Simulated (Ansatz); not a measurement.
How far is PAW off for Cs?

```
Cs
1.0
     5.50390    0.00000    0.00000
    -2.75195    4.76652    0.00000
     0.00000    0.00000    8.90801
Cs
2
Direct
  0.33333 0.66667 0.25000
  0.66667 0.33333 0.75000
```

Atoms are numbered in the order listed.

The cell was built from the hcp type and relaxed in the same program, and has space group P6_3/mmc; it needn't be a known or the stable phase.

Spin–orbit coupling is left out, though it moves levels of the heavy atoms by tenths of an eV or more.

Levels of theory: DFT, PBE, PAW with Ansatz's default frozen-core files, scalar-relativistic (Ansatz 0.2.0); DFT, PBE, all-electron PAW with datasets made for the crystal, scalar-relativistic (Ansatz 0.2.0); DFT, PBE, all-electron LAPW, scalar-relativistic (Ansatz 0.2.0).

For PAW: a Γ-centred 12×12×6 k mesh, Fermi–Dirac smearing of 0.05 eV, cutoff 420 eV, no spin polarisation. The crystal-made all-electron datasets (AE datasets) take a cutoff of 160 eV at this cell. LAPW targets a basis error of 1 meV/atom. The Ansatz runs share mesh, smearing and spin set-up. Plane-wave (PAW) pressures include the program's estimate of the Pulay term.

Stress and pressure are positive in compression.

Levels count from the Fermi level.

```json
{"quantity": "pressure (GPa)", "PAW": "0.01", "AE datasets": "0.01", "LAPW": "0.01"}
{"quantity": "highest filled level at L (eV)", "PAW": "-10.633", "AE datasets": "-10.633", "LAPW": "-10.633"}
{"quantity": "lowest empty level at L (eV)", "PAW": "0.179", "AE datasets": "0.179", "LAPW": "0.179"}
{"quantity": "highest filled level at A (eV)", "PAW": "-1.046", "AE datasets": "-1.046", "LAPW": "-1.046"}
{"quantity": "lowest empty level at A (eV)", "PAW": "1.654", "AE datasets": "1.654", "LAPW": "1.654"}
```
